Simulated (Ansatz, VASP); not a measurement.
## Bi in VASP and in Ansatz

```
CELL_PARAMETERS angstrom
3.25218 0.00000 0.00000
0.00000 3.25218 0.00000
0.00000 0.00000 3.25218
ATOMIC_POSITIONS crystal
Bi 0.00000 0.00000 0.00000
```

The cell was built by a generator and needn't be a form met in nature.

Alike in both runs: task relaxation of cell and atoms; functional PBEsol; k mesh 10 × 10 × 10; occupations fermi-dirac, width 0.1 eV; no spin polarisation.

|  | VASP | Ansatz |
| --- | --- | --- |
| version | VASP 6.6.1 | Ansatz 0.2.0 |
| potentials or method | VASP PAW PBE potentials, release 64 (Bi_d) | plane waves (420 eV) with PAW, scalar-relativistic |
| plane-wave cutoff (eV) | 600 | 420 |
| valence electrons in the cell | 15 | 15 |

|  | VASP | Ansatz | Ansatz less VASP |
| --- | --- | --- | --- |
| relaxed volume (Å³/atom) | 33.44 | 33.45 | +0.019 |
| relaxed cell length with the largest relative difference (Å) | 3.222 | 3.222 | +0.0006 |
| energy change over the relaxation (meV/atom) | -4 | -4 | +0.1 |

Ansatz warned: «pseudo_functional_mismatch».

Caveats: the PAW data sets were made with another functional, which shifts forces and pressure a little (VASP).
